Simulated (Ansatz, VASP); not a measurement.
One calculation of FeO (Wuestite), two programs

Contents of INCAR:

```
SYSTEM = FeO
PREC = Accurate ; ENCUT = 520
EDIFF = 1E-7 ; ISMEAR = -1
SIGMA = 0.05 ; LREAL = .False.
LASPH = .True. ; NELM = 150
ALGO = Normal ; ISIF = 2
LWAVE = .False. ; LCHARG = .False.
ISPIN = 2 ; MAGMOM = 3 0
LORBIT = 11 ; LMAXMIX = 4
GGA = PE ; NBANDS = 18
```

File KPOINTS:

```
Automatic mesh
0
Gamma
  11 11 11
  0 0 0
```

Contents of POSCAR:

```
FeO
1.0
    1.5188209023      0.8768916568      2.5195772846
   -1.5188209023      0.8768916568      2.5195772846
    0.0000000000     -1.7537833136      2.5195772846
Fe O
1 1
Direct
    0.0000000000      0.0000000000      0.0000000000
    0.5000000000      0.5000000000      0.5000000000
```

Contents of input.yaml:

```yaml
crystal:
  lattice:
    - [1.5188209023, 0.8768916568, 2.5195772846]
    - [-1.5188209023, 0.8768916568, 2.5195772846]
    - [0.0, -1.7537833136, 2.5195772846]
  atoms:
    - { symbol: Fe, position: [0.0, 0.0, 0.0], spin: 3.0 }
    - { symbol: O, position: [0.5, 0.5, 0.5] }
hamiltonian:
  xc: pbe
  pseudopotentials: { kind: paw }
magnetization:
  spin_polarized: true
kpoints:
  mp_grid: { grid: [11, 11, 11] }
scf:
  occupations: { method: fermi_dirac, width: 0.05 }
output:
  forces: true
  stress: true
  eigenvalues: true
```

Alike in both runs: task single point; functional PBE; k mesh 11 × 11 × 11; occupations fermi-dirac, width 0.05 eV; collinear spin.

|  | VASP | Ansatz |
| --- | --- | --- |
| version | VASP 6.6.1 | Ansatz 0.2.0 |
| potentials or method | VASP PAW PBE potentials, release 64 (Fe, O) | Ansatz PAW |
| plane-wave cutoff (eV) | 520 | 420 |
| valence electrons in the cell | 14 | 22 |

Ansatz gave:

- gap on the k mesh at the Fermi level (eV): none
- pressure (GPa): -1.2
- largest component of the traceless stress (GPa): 0.63
- net moment per atom (μB): 2.00
- size of the moment on the site where the two differ most (μB): 3.45

**Question.** Which values does VASP return?

**Answer.** gap on the k mesh at the Fermi level (eV): none; pressure (GPa): -1.1; largest component of the traceless stress (GPa): 0.67; net moment per atom (μB): 2.00; size of the moment on the site where the two differ most (μB): 3.62.

Site moments also hang on the region over which each program counts them. A gap of «none» marks a metal or a gap that the smearing closes. The functional is the same, so the differences come from potentials, cutoffs and numerics. The two sets of potentials don't hold the same shells in valence.

Caveats: a cell with one magnetic atom can't hold antiferromagnetic order, which such compounds often take; semilocal functionals often make such compounds metallic where correlation or magnetic order opens a gap, which also shifts bond lengths; the pressure holds a Pulay correction of +0.6 GPa for the finite cutoff (Ansatz).
